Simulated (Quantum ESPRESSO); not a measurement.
**GaSb under changes of volume**

One of the cells (28.625 Å³/atom); the others are scaled copies at fixed shape and fractional positions:

```xyz
2
Lattice="0.0000 3.0590 3.0590 3.0590 0.0000 3.0590 3.0590 3.0590 0.0000" Properties=species:S:1:pos:R:3 pbc="T T T"
Sb    4.5885    4.5885    4.5885
Ga    0.0000    0.0000    0.0000
```

| Quantity | Value |
| --- | --- |
| Program | Quantum ESPRESSO 7.5 |
| Functional | vdW-DF-C09 |
| Potentials or basis | PseudoDojo 0.4.1 SR PBE standard |
| Cutoff | 1088 eV |
| Density cutoff | 4354 eV |
| k mesh | 8 × 8 × 8 |
| Occupations | fermi-dirac, width 0.05 eV |
| Spin | no spin polarisation |

```tsv
volume (Å³/atom)	energy over the lowest point (meV/atom)	pressure (GPa)
26.907	?	?
27.480	6.01	1.9
28.052	1.05	0.7
28.625	0.00	-0.3
29.197	2.52	-1.3
29.770	8.26	-2.1
30.342	16.87	-2.9
```

Task: What does the run at 26.907 Å³/atom give?

Result: Energy over the lowest point 15.44 meV/atom; pressure 3.2 GPa.

Worked out: A Birch-Murnaghan fit of order 3 (a polynomial in V^(-2/3)) to the other rows has its minimum at 28.50 Å³/atom with B0 = V·E''(V) = 51 GPa and B' = 4.1. It gives 15.36 meV/atom at 26.907 Å³/atom, against the run's 15.44, and -dE/dV = 3.3 GPa, against 3.2.

Energies are extrapolated to zero smearing.

Caveats: the potentials were made for another functional, which shifts forces and pressure.
